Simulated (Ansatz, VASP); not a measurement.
Two plane-wave programs on BN

```
B N
1.0
     0.00000    3.33948    2.16883
     1.25384    0.00000    2.16883
     1.25384    3.33948    0.00000
B N
1 1
Direct
  0.00011 0.00011 0.99989
  0.66659 0.66659 0.33341
```

Measurements of this composition are mostly on another form, of space group No. 194.

Alike in both runs: functional PBE; dispersion D3(BJ); k mesh 12 × 12 × 12; occupations gaussian, width 0.02 eV; no spin polarisation.

Ansatz relaxed the structure, and its values are those at the end. VASP's run is a single point on that final structure, the one shown.

```csv
,VASP,Ansatz
version,VASP 6.6.1,Ansatz 0.2.0
potentials or method,"VASP PAW PBE potentials, release 64 (B, N)","scalar-relativistic, plane waves, PAW"
plane-wave cutoff (eV),520,420
valence electrons in the cell,8,8
```

```csv
,VASP,Ansatz,Ansatz less VASP
gap on the k mesh at the Fermi level (eV),3.65,3.66,+0.008
least direct gap on the mesh (eV),4.53,4.53,+0.003
pressure (GPa),0.1,0.0,-0.07
```

A k mesh can miss the band edges.
